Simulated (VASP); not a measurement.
# TiH2 (I4mm) in VASP: a series of runs

Runs on TiH2. Level: PBEsol. Tasks: single point.

All numbers are computed with VASP 6.6.1; they aren't measurements. Logs are shortened: lines on timing, memory, paths and dates and some standing lists are left out, and cuts for length are marked.

**1. The cell of the first run**

Symmetry: I4mm, No. 107, tetragonal system. The conventional cell has a = 3.134 Å, b = 3.134 Å, c = 4.432 Å, α = 90.00°, β = 90.00°, γ = 90.00°. Around Ti (site symmetry 4mm) lie 4 H at 1.76 Å. H (site symmetry 2mm) is surrounded by 2 Ti at 1.76 Å.

**2. Single point, PBEsol**

INCAR

```
SYSTEM = TiH2
  ALGO = Fast
  EDIFF = 1E-6
  ENCUT = 520
  GGA = PS
  ISIF = 2
  ISMEAR = 0
  LASPH = .True.
  LCHARG = .False.
  LREAL = .False.
  LWAVE = .False.
  NBANDS = 14
  NELM = 100
  PREC = Accurate
  SIGMA = 0.15
```

KPOINTS

```
k-points
0
Gamma
  18 18 18
  0 0 0
```

POSCAR

```
TiH2
1.0
    0.0000000000      2.2158000000      2.2158000000
    2.2158000000      0.0000000000      2.2158000000
    2.2158000000      2.2158000000      0.0000000000
Ti H
1 2
Direct
    0.0000000000      0.0000000000      0.0000000000
    0.1794837079      0.1794837079      0.3205162921
    0.6794837079      0.6794837079      0.8205162921
```

Potentials or basis: VASP PAW PBE potentials, release 64 (Ti_sv, H).

Started as:

```
> cat potpaw_PBE.64/Ti_sv/POTCAR potpaw_PBE.64/H/POTCAR > POTCAR
> mpirun -np 1 vasp_std > vasp.out
```

OUTCAR:

```text
SYSTEM = TiH2
   EDIFF = 1E-6
   ENCUT = 520
   GGA = PS
   ISIF = 2
   ISMEAR = 0
   LASPH = .True.
   LREAL = .False.
   NELM = 100
   PREC = Accurate

 ion  position               nearest neighbor table
   1  0.000  0.000  0.000-   2 1.76   3 1.76   3 1.76   2 1.76
   2  0.179  0.179  0.321-   1 1.76   1 1.76
   3  0.679  0.679  0.821-   1 1.76   1 1.76

  LATTYP: Found a face centered cubic cell.
 ALAT       =     4.4316000000

  Lattice vectors:

 A1 = (   0.0000000000,   2.2158000000,   2.2158000000)
 A2 = (   2.2158000000,   0.0000000000,   2.2158000000)
 A3 = (   2.2158000000,   2.2158000000,   0.0000000000)

Analysis of symmetry for initial positions (statically):
=====================================================================
 Subroutine PRICEL returns:
 Original cell was already a primitive cell.

 Routine SETGRP: Setting up the symmetry group for a
 face centered cubic supercell.

 Subroutine GETGRP returns: Found  8 space group operations
 (whereof  8 operations were pure point group operations)
 out of a pool of 48 trial point group operations.

The static configuration has the point symmetry C_4v.

Analysis of symmetry for dynamics (positions and initial velocities):
=====================================================================
 Subroutine PRICEL returns:
 Original cell was already a primitive cell.

 Routine SETGRP: Setting up the symmetry group for a
 face centered cubic supercell.

 Subroutine GETGRP returns: Found  8 space group operations
 (whereof  8 operations were pure point group operations)
 out of a pool of 48 trial point group operations.

The dynamic configuration has the point symmetry C_4v.

 Subroutine INISYM returns: Found  8 space group operations
 (whereof  8 operations are pure point group operations),
 and found     1 'primitive' translations

----------------------------------------------------------------------------------------

                                     Primitive cell

  volume of cell :      21.7581

  direct lattice vectors                    reciprocal lattice vectors
     0.000000000  2.215800000  2.215800000    -0.225652135  0.225652135  0.225652135
     2.215800000  0.000000000  2.215800000     0.225652135 -0.225652135  0.225652135
     2.215800000  2.215800000  0.000000000     0.225652135  0.225652135 -0.225652135

  length of vectors
     3.133614412  3.133614412  3.133614412     0.390840962  0.390840962  0.390840962

  position of ions in fractional coordinates (direct lattice)
     0.000000000  0.000000000  0.000000000
     0.179483708  0.179483708  0.320516292
[... 88 lines left out ...]
   TEBEG  =    0.0;   TEEND  =   0.0 temperature during run
   PSTRESS=    0.0 pullay stress
   NELECT =      14.0000    total number of electrons
   NUPDOWN=      -1.0000    fix difference up-down
   EMIN   =  10.00;   EMAX   =-10.00  energy-range for DOS
   EFERMI =   0.00;   METHOD = LEGACY
   ISMEAR =     0;   SIGMA  =   0.15  broadening in eV -4-tet -1-fermi 0-gaus
   EFERMI_NEDOS =   21; number of points for ismear=-14 and -15
   IALGO  =     68    algorithm
   IMIX   =      4    mixing-type and parameters
     AMIX     =   0.40;   BMIX     =  1.00
     AMIX_MAG =   1.60;   BMIX_MAG =  1.00
  volume/ion in A,a.u.               =       7.25        48.94
  Fermi-wavevector in a.u.,A,eV,Ry     =   1.413330  2.670807 27.177666  1.997502
  Thomas-Fermi vector in A             =   2.534987
   LORBIT       =      0    0 simple, 1 ext, 2 COOP (PROOUT), +10 PAW based schemes
   GGA     = PS    functional components
   LHFCALC =     F    Hartree Fock is set to
   AEXX    =    0.0000 exact exchange contribution
   IVDW    =     0    specifies the selected vdW correction
   LEPSILON=     F    determine dielectric tensor
   LRPA    =     F    only Hartree local field effects (RPA)
 non-spin polarized calculation
 RMM-DIIS sequential band-by-band and
 Gauss-broadening in eV      SIGMA  =   0.15
  energy-cutoff  :      520.00
  volume of cell :       21.76
 maximum number of plane-waves:       598
   NGX = 11   NGY = 11   NGZ = 11

 number of electron      14.0000001 magnetization

 Free energy of the ion-electron system (eV)
  ---------------------------------------------------
  ext. energy  EPLUGINS =         0.00000000
  ---------------------------------------------------
  free energy    TOTEN  =       -16.21257357 eV

  energy without entropy =      -16.19477288  energy(sigma->0) =      -16.20367323

 E-fermi :   7.5088     XC(G=0): -11.6643

 val. band max:        7.4985945290   @ k =   0.0556   0.5000   0.1111
 cond. band min:       7.5089486378   @ k =   0.2222   0.0556   0.0000
 fundamental gap:      0.0103541088
 Fermi energy:         7.5088407725

 k-point     1 :       0.0000    0.0000    0.0000
  band No.  band energies     occupation
      1     -49.4088      2.00000
      2     -25.6039      2.00000
      3     -25.5915      2.00000
      4     -25.5915      2.00000
      5      -2.8184      2.00000
      6       5.3821      2.00000
      7       7.3699      1.80982
      8       7.3699      1.80982
      9       8.9903      0.00000
     10       9.0835      0.00000
     11      10.6491      0.00000
     12      21.4100      0.00000
     13      23.1327      0.00000
     14      23.1327      0.00000
[... 377 lines left out ...]
      1     -49.3588      2.00000
      2     -25.9366      2.00000
      3     -25.6517      2.00000
      4     -25.6375      2.00000
      5      -0.1746      2.00000
      6       2.8122      2.00000
      7       7.3485      1.86941
      8       7.5267      0.86663
      9       9.3603      0.00000
     10       9.6295      0.00000
     11      12.8484      0.00000
     12      15.6426      0.00000
     13      18.9370      0.00000
     14      21.5075      0.00000

 [... further k-points ...]
[... 5 lines left out ...]
  --------------------------------------------------------------------------------------
  -------------------------------------------------------------------------------------
  Total        0.2487818      0.2487818     -0.1834208      0.0000000      0.0000000      0.0000000
  in kB       18.3192417     18.3192417    -13.5063349      0.0000000      0.0000000      0.0000000
  external PRESSURE =       7.7107161 kB  Pullay stress =       0.0000000 kB

 VOLUME and BASIS-vectors are now :
 -----------------------------------------------------------------------------
  energy-cutoff  :      520.00
  volume of cell :       21.76
      direct lattice vectors                 reciprocal lattice vectors
     0.000000000  2.215800000  2.215800000    -0.225652135  0.225652135  0.225652135
     2.215800000  0.000000000  2.215800000     0.225652135 -0.225652135  0.225652135
     2.215800000  2.215800000  0.000000000     0.225652135  0.225652135 -0.225652135

 POSITION                                       TOTAL-FORCE (eV/Angst)
 -----------------------------------------------------------------------------------
      0.00000      0.00000      0.00000         0.000000      0.000000     -2.632353
      1.10790      1.10790      0.79540         0.000000      0.000000      1.316176
      3.32370      3.32370      3.01120        -0.000000     -0.000000      1.316176
 -----------------------------------------------------------------------------------
    total drift:                                0.000000      0.000000     -0.002476

  FREE ENERGIE OF THE ION-ELECTRON SYSTEM (eV)
  ---------------------------------------------------
  free  energy   TOTEN  =       -16.2125735719 eV

  energy  without entropy=      -16.1947728783  energy(sigma->0) =      -16.20367323
```

OSZICAR:

```text
N       E                     dE             d eps       ncg     rms          rms(c)
DAV:   1     0.991707892637E+02    0.99171E+02   -0.71760E+03 13484   0.116E+03
DAV:   2    -0.133636421763E+02   -0.11253E+03   -0.10824E+03 14142   0.308E+02
DAV:   3    -0.186051476969E+02   -0.52415E+01   -0.51943E+01 18700   0.669E+01
[... 11 lines left out ...]
RMM:  15    -0.162125644464E+02   -0.17256E-04   -0.11016E-04 21725   0.732E-02    0.343E-03
RMM:  16    -0.162125698072E+02   -0.53608E-05   -0.45074E-05 19565   0.373E-02    0.709E-03
RMM:  17    -0.162125720660E+02   -0.22588E-05   -0.18480E-05 18408   0.243E-02    0.674E-03
RMM:  18    -0.162125731882E+02   -0.11222E-05   -0.84921E-06 17087   0.183E-02    0.234E-03
RMM:  19    -0.162125735719E+02   -0.38378E-06   -0.38893E-06 15079   0.120E-02
   1 F= -.16212574E+02 E0= -.16203673E+02  d E =-.178007E-01
```

Wall time 81 s (1 thread of Intel Xeon 6975P-C (Granite Rapids), shared host); peak memory 0.26 GiB.

Results:

* Free energy: -16.2126 eV
* Pressure: 0.8 GPa
* Largest force: 2.632 eV/Å
* Band gap on the k mesh: none (metal or under the smearing width)

Forces on the atoms (eV/Å):
```
Ti   0.000  0.000 -2.632
H    0.000  0.000  1.316
H    0.000  0.000  1.316
```

Stress tensor (GPa, compression positive):
```
 1.83  0.00  0.00
 0.00  1.83  0.00
 0.00  0.00 -1.35
```

Levels at points of the mesh, in eV from the Fermi level:
| k point | band 4 | band 5 | band 6 | band 7 | band 8 | band 9 | band 10 | band 11 |
| --- | --- | --- | --- | --- | --- | --- | --- | --- |
| (0.00, 0.00, 0.00) | -33.10 | -10.33 | -2.13 | -0.14 | -0.14 | 1.48 | 1.57 | 3.14 |
| (0.50, 0.00, 0.00) | -33.15 | -7.08 | -5.06 | -0.17 | -0.07 | 2.30 | 2.35 | 4.66 |
| (0.50, 0.50, 0.00) | -33.23 | -6.05 | -5.55 | -2.23 | 2.46 | 2.48 | 2.48 | 6.81 |
| (0.00, 0.50, 0.50) | -33.24 | -5.49 | -5.00 | -2.95 | 2.40 | 2.44 | 2.51 | 5.28 |

Caveat: the PAW data sets were made with another functional, which shifts forces and pressure a little.

**3. Single point, PBEsol**

INCAR

```
SYSTEM = TiH2
ALGO = Fast
EDIFF = 1E-7
ENCUT = 520
GGA = PS
ISIF = 2
ISMEAR = 0
LASPH = .TRUE.
LCHARG = .FALSE.
LREAL = .FALSE.
LWAVE = .FALSE.
NBANDS = 14
NELM = 100
PREC = Accurate
SIGMA = 0.15
```

KPOINTS

```
k-points
0
G
  18 18 18
  0 0 0
```

POSCAR

```
TiH2
1.0
    0.0000000000      2.2158000000      2.2158000000
    2.2158000000      0.0000000000      2.2158000000
    2.2158000000      2.2158000000      0.0000000000
Ti H
1 2
Direct
    0.0000000000      0.0000000000      0.0000000000
    0.3628260673      0.3628260673      0.1371739327
    0.8628260673      0.8628260673      0.6371739327
```

Potentials or basis: VASP PAW PBE potentials, release 64 (Ti_sv, H).

Started as:

```
> cat potpaw_PBE.64/Ti_sv/POTCAR potpaw_PBE.64/H/POTCAR > POTCAR
> mpirun -np 1 vasp_std > vasp.out
```

It took 86 s on 1 thread of Intel Xeon 6975P-C (Granite Rapids), shared host; peak memory 0.26 GiB.

It converged, with:

* Free energy: -15.5597 eV
* Pressure: 9.8 GPa
* Largest force: 3.856 eV/Å
* Band gap on the k mesh: none (metal or under the smearing width)

Forces on the atoms (eV/Å):
```
Ti   0.000  0.000  3.856
H    0.000  0.000 -1.928
H    0.000  0.000 -1.928
```

Stress tensor (GPa, compression positive):
```
13.91  0.00  0.00
 0.00 13.91  0.00
 0.00  0.00  1.71
```

Levels at points of the mesh, in eV from the Fermi level:
```tsv
k point	band 4	band 5	band 6	band 7	band 8	band 9	band 10	band 11
(0.00, 0.00, 0.00)	-33.05	-10.23	-3.26	0.01	0.01	1.35	1.59	5.06
(0.50, 0.00, 0.00)	-33.12	-6.98	-5.04	-0.28	-0.02	2.25	2.37	4.62
(0.50, 0.50, 0.00)	-33.20	-6.37	-6.01	-1.38	2.46	2.55	2.55	6.42
(0.00, 0.50, 0.50)	-33.17	-4.95	-4.87	-2.94	2.29	2.44	2.59	3.77
```

Caveat: the PAW data sets were made with another functional, which shifts forces and pressure a little.
